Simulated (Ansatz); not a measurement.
# ZnO (rocksalt) under strain

ZnO built on the rocksalt prototype, relaxed with r2SCAN in the PAW code Ansatz. It is cubic, Fm-3m (No. 225); conventional cell a = 4.268 Å, 9.72 Å³ an atom. Zn has 6 O at 2.13 Å; O has 6 Zn at 2.13 Å.

The axes x, y and z are those of this cell:
```yaml
crystal:
  lattice:
    - [0.00000, 2.13377, 2.13377]
    - [2.13377, 0.00000, 2.13377]
    - [2.13377, 2.13377, 0.00000]
  atoms:
    - { symbol: Zn, position: [0.00000, 0.00000, 0.00000] }
    - { symbol: O, position: [0.50000, 0.50000, 0.50000] }
```

Unstrained: With PBE the valence top lies at L and the conduction bottom at Γ, 0.950 eV higher; the smallest vertical gap, at Γ, is 2.350 eV. r2SCAN gives an indirect gap of 1.567 eV, from L to Γ; the least direct gap is 3.005 eV at Γ. With HSE06 the valence top lies at L and the conduction bottom at Γ, 2.739 eV higher; the smallest vertical gap, at Γ, is 3.959 eV. Meshes: PBE 10×10×10, r2SCAN 10×10×10, HSE06 8×8×8. Strains are changes of length per length. After each strain the atoms were relaxed again with r2SCAN within the symmetry that the strain leaves, so tilts or polar shifts that break it weren't tested; points keep the names that they have in the unstrained zone. Values at 0 K without nuclear motion; spin polarisation is off, and the phase may be a hypothetical one.

Changes of the least gap in eV (an overlap counts as a negative gap):
```tsv
strain	volume change (%)	space group	PBE	r2SCAN	HSE06	energy rise, r2SCAN (meV/atom)
uniaxial +2.13 % along z	+2.1	I4/mmm	-0.155	-0.163	-0.184	3.3
isotropic +2.62 % on every length	+8.1	Fm-3m	-0.346	-0.365	-0.445	33.1
uniaxial +2.59 % along x	+2.6	I4/mmm	-0.186	-0.196	-0.221	4.8
```

Uniaxial +2.13 % along z, other directions held. HSE06: the gap goes from 2.739 to 2.555 eV (-0.184 eV). Stress change with r2SCAN, compression positive: xx -3.18, yy -3.18, zz -4.91 GPa.

Isotropic +2.62 % on every length. HSE06: the gap goes from 2.739 to 2.294 eV (-0.445 eV). Stress change with r2SCAN, compression positive: xx -12.61, yy -12.61, zz -12.61 GPa. For HSE06, dE_g/d ln V = -5.7 eV over this step.

Uniaxial +2.59 % along x, other directions held. HSE06: the gap goes from 2.739 to 2.518 eV (-0.221 eV). Stress change with r2SCAN, compression positive: xx -5.82, yy -3.82, zz -3.82 GPa.

The meshes of the hybrids are coarse, so their gaps aren't converged to the digits shown.
